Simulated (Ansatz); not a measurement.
## Cu: from a trial structure to a relaxed crystal

Computed with DFT PBE, scalar-relativistic, plane waves, PAW (Ansatz 0.2.0). Cutoff 420 eV, Γ-centred k mesh, Gaussian smearing, no spin polarisation in the final step.

The start is a random cell of Cu with space group I4/mmm (No. 139), drawn with lower limits on the distances.

```yaml
crystal:
  lattice:
    - [-2.66944, 2.66944, 2.39910]
    - [2.66944, -2.66944, 2.39910]
    - [2.66944, 2.66944, -2.39910]
  atoms:
    - { symbol: Cu, position: [0.16667, 0.16667, 0.33334] }
    - { symbol: Cu, position: [0.83333, 0.16667, 0.00000] }
    - { symbol: Cu, position: [0.83333, 0.83333, 0.66666] }
    - { symbol: Cu, position: [0.16667, 0.83333, 0.00000] }
    - { symbol: Cu, position: [0.50000, 0.50000, 0.00000] }
```

Cell and atoms relax at zero pressure; the relaxation can't lower the symmetry of the start. After a coarse first stage the cell is made exact in the group found at 0.06 Å.

Energies count from the standard state of Cu at the same level.

(1) Which crystal results?

(2) What are its volume, energy, density and gap?

Answers

(1) It keeps I4/mmm (No. 139). Conventional cell: a = 5.843 Å, c = 4.393 Å. Around Cu on Wyckoff site h (4 atoms of the primitive cell) lie 5 Cu at 2.34–2.47 Å and 2 Cu at 2.75 Å; around Cu on Wyckoff site b (1 atom of the primitive cell) lie 4 Cu at 2.47 Å and 8 Cu at 2.75 Å.

Space group I4/mmm (No. 139). a = 5.843 Å, b = 5.843 Å, c = 4.393 Å, α = 90.00°, β = 90.00°, γ = 90.00°
```csv
atom,site,symmetry,x,y,z
Cu,8h,m.2m,0.7007,0.7007,0.5000
Cu,2b,4/mmm,0.0000,0.0000,0.5000
```

(2) The volume per atom is 15.00 Å³. The density is 7.04 g/cm³. The energy over the standard structure is 0.49 eV/atom and the gap on the 10×10×10 mesh is 0 eV (a metal).

The final run used a 10×10×10 mesh on its 5-atom cell and 0.10 eV smearing. The k mesh leaves about 4 meV/atom of noise in metals. A structure relaxed within its symmetry needn't be a true minimum. The steps took roughly 110 core-seconds in all.